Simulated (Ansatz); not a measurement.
# TiO2: a ladder of calculations

Cell of run 1: an entry of the Crystallography Open Database (COD).

Space group Pbcn (No. 60); a = 4.5150, b = 5.4970, c = 4.9390 Å.

| site | Wyckoff | site symmetry | x | y | z |
| --- | --- | --- | --- | --- | --- |
| Ti | 4c | .2. | 0.0000 | 0.1710 | 0.2500 |
| O | 8d | 1 | 0.2860 | 0.3760 | 0.4120 |

One atom of each set is listed.

Relaxed positions (PBE, cell held):

Ti (0.0000, 0.1745, 0.2500)
O (0.2704, 0.3819, 0.4197)

All runs are DFT with Ansatz 0.2.0 (plane waves and PAW, scalar-relativistic unless spin–orbit coupling is named, Γ-centred meshes, Fermi–Dirac smearing where given) in this cell.

Run 1: PBE, gradients read without the response of the cores, atoms as given; 420 eV, 5×5×5 k-points, smearing 0.02 eV.
Run 2: PBE, gradients read without the response of the cores, atoms relaxed; 420 eV, 5×5×5 k-points, smearing 0.02 eV.
Run 3: r2SCAN, gradients read without the response of the cores, at the relaxed atoms; 500 eV, 5×5×5 k-points, smearing 0.02 eV.

```
run  Ti V_zz (η)    O V_zz (η)
  1  2.93 (0.39)  -2.84 (0.57)
  2  2.73 (0.69)  -2.82 (0.50)
  3            ?             ?
```

V_zz in 10²¹ V/m².

Question: Estimate the row of run 3.

Answer: Ti: 2.68 (0.69); O: -3.08 (0.48). It lies nearest to run 2, from whose tensors on these sites it differs by 0.31 at most (largest principal value of the difference, on O). Taken one at a time, the positions of the atoms (as given or relaxed) move the tensors on these sites by up to 0.63 (largest principal value of the change, on Ti), the functional (r2SCAN with its higher cutoff) by 0.31 (O).

In run 1 the atoms aren't at the calculated equilibrium (largest force 0.70 eV/Å). The cell isn't the equilibrium one in runs 1, 2 (calculated pressure 7, 5 GPa), and the entry's cell may itself be off.
